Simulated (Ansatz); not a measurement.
# GaN (wurtzite): the cost of one run

Method: DFT PBEsol, scalar-relativistic, plane waves, PAW, in Ansatz 0.2.0.

### 1 The structure to begin with

The structure is hexagonal, space group P6_3mc (No. 186). Conventional cell: a = 3.100 Å, b = 3.100 Å, c = 5.000 Å, α = 90.00°, β = 90.00°, γ = 120.00°. Ga (site symmetry 3m) has 4 N at 1.89 Å as nearest neighbours. N (site symmetry 3m) is surrounded by 4 Ga at 1.89 Å.

Coordinates:

```cif
data_structure
_symmetry_space_group_name_H-M 'P6_3mc'
_symmetry_Int_Tables_number 186
_cell_length_a 3.1000
_cell_length_b 3.1000
_cell_length_c 5.0000
_cell_angle_alpha 90.000
_cell_angle_beta 90.000
_cell_angle_gamma 120.000
_cell_volume 41.61
loop_
_atom_site_label
_atom_site_type_symbol
_atom_site_symmetry_multiplicity
_atom_site_Wyckoff_symbol
_atom_site_fract_x
_atom_site_fract_y
_atom_site_fract_z
_atom_site_occupancy
Ga1 Ga 2 b 0.33333 0.66667 0.00000 1
N1 N 2 b 0.33333 0.66667 0.37700 1
```

### 2 Cell and atoms relaxed at 40 GPa

File input.yaml:

```yaml
crystal:
  lattice:
    - [3.1, 0.0, 0.0]
    - [-1.55, 2.6846787517, 0.0]
    - [0.0, 0.0, 5.0]
  atoms:
    - { symbol: Ga, position: [0.3333333333, 0.6666666667, 0.0] }
    - { symbol: Ga, position: [0.6666666667, 0.3333333333, 0.5] }
    - { symbol: "N", position: [0.3333333333, 0.6666666667, 0.377] }
    - { symbol: "N", position: [0.6666666667, 0.3333333333, 0.877] }
scf:
  occupations: { method: fixed }
output:
  forces: true
  stress: true
  eigenvalues: true
  write_density: true
  write_potential: true
  elf: true
  volumetric_format: npy
hamiltonian:
  xc: pbesol
basis:
  ecutwfc: 520
kpoints:
  mp_grid: { grid: [9, 9, 6] }
relax:
  f_tol: 0.001
  max_steps: 60
  cell: { stress_tol: 0.01, p_target: 40 }
```

Run with:

```bash
> ansatz run input.yaml --threads 1 --pin off --max-ram 2867MiB --backend cpu --events-out ev --progress --plain --runs-dir out
```

What time and memory should one allow on 1 thread of Intel Xeon at 2.30GHz, shared host?

About 22 s, with a peak of 0.43 GiB.
